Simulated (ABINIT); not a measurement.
**PtSe2 (Sudovikovite): single point with SCAN**

PtSe2 (Sudovikovite):

```
Pt Se
1.0
     3.72400    0.00000    0.00000
    -1.86200    3.22508    0.00000
     0.00000    0.00000    5.06200
Pt Se
1 2
Cartesian
  0.0000 0.0000 0.0000
  1.8620 1.0750 3.7965
  0.0000 2.1501 1.2655
```

```
Program             : ABINIT 10.8.3 (patched build)
Task                : single point
Functional          : SCAN
Potentials or basis : JTH PAW PBE v2.0
Cutoff              : 517 eV
k mesh              : 8 × 8 × 5
Occupations         : fermi-dirac, width 0.05 eV
Spin                : no spin polarisation
Fine-grid cutoff    : 1034.03 eV
```

* Pressure: 3.1 GPa
* Largest force: 0.060 eV/Å
* Band gap on the k mesh: none (metal or under the smearing width)

Forces in eV/Å, atoms in the order of the input:
```
Pt   0.000  0.000  0.000
Se   0.000  0.000 -0.060
Se   0.000  0.000  0.060
```

Stress tensor (GPa, compression positive):
```
2.64 0.00 0.00
0.00 2.64 0.00
0.00 0.00 4.16
```

Levels at points of the mesh, in eV from the Fermi level:
```csv
k point,band 9,band 10,band 11,band 12,band 13,band 14
"(0.00, 0.00, 0.00)",-1.33,-1.33,0.30,1.43,1.43,3.74
"(0.50, 0.00, 0.00)",-3.91,-3.89,-3.37,0.67,2.37,4.77
```

Wall time 2.6 min on 1 thread of Arm Neoverse V1, on a shared host, peak memory 0.17 GiB.

Caveat: the PAW data sets were made with another functional, which shifts forces and pressure a little; the atomic spheres overlap. Spin-orbit coupling is left out, which matters for the levels of Pt.
